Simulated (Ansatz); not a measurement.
Theory: DFT PBE, scalar-relativistic, plane waves, PAW (Ansatz). Settings: cutoff 420 eV, Γ-centred meshes spaced at most about 0.3 Å⁻¹, and about 0.25 Å⁻¹ or finer for metals (2π included), Gaussian smearing. No spin polarisation.

These are static total energies at zero pressure.

Question: Which of these relaxed structures of CdHg2Te3 is the lowest in energy?
A.

```cif
data_structure
_symmetry_space_group_name_H-M 'P6_3mc'
_symmetry_Int_Tables_number 186
_cell_length_a 4.6912
_cell_length_b 4.6912
_cell_length_c 23.0800
_cell_angle_alpha 90.000
_cell_angle_beta 90.000
_cell_angle_gamma 120.000
_cell_volume 439.88
loop_
_atom_site_label
_atom_site_type_symbol
_atom_site_symmetry_multiplicity
_atom_site_Wyckoff_symbol
_atom_site_fract_x
_atom_site_fract_y
_atom_site_fract_z
_atom_site_occupancy
Cd1 Cd 2 b 0.33333 0.66667 0.99983 1
Hg1 Hg 2 b 0.33333 0.66667 0.33358 1
Hg2 Hg 2 b 0.33333 0.66667 0.66656 1
Te1 Te 2 b 0.33333 0.66667 0.12461 1
Te2 Te 2 b 0.33333 0.66667 0.45881 1
Te3 Te 2 b 0.33333 0.66667 0.79160 1
```

B.

```cif
data_structure
_symmetry_space_group_name_H-M 'I4/mmm'
_symmetry_Int_Tables_number 139
_cell_length_a 4.3290
_cell_length_b 4.3290
_cell_length_c 18.5276
_cell_angle_alpha 90.000
_cell_angle_beta 90.000
_cell_angle_gamma 90.000
_cell_volume 347.21
loop_
_atom_site_label
_atom_site_type_symbol
_atom_site_symmetry_multiplicity
_atom_site_Wyckoff_symbol
_atom_site_fract_x
_atom_site_fract_y
_atom_site_fract_z
_atom_site_occupancy
Cd1 Cd 2 b 0.50000 0.50000 0.00000 1
Hg1 Hg 4 e 0.50000 0.50000 0.33398 1
Te1 Te 4 e 0.50000 0.50000 0.16420 1
Te2 Te 2 a 0.00000 0.00000 0.00000 1
```

Answer: A. The other, B, lies 154 meV/atom higher. Forms: A P6_3mc; B I4/mmm. Counting Te atoms around Cd and Hg (those within 1.25 times the shortest such distance or 1.15 times the sum of covalent radii): A has Cd 4, Hg 4; B has Cd 6, Hg 6. Both come from invented guesses.

Spin–orbit coupling, which can matter for Hg and Te, is left out. Cells relaxed within their symmetry can be saddle points. Some types were kept out of the candidates beforehand, so the set may lack a known form.
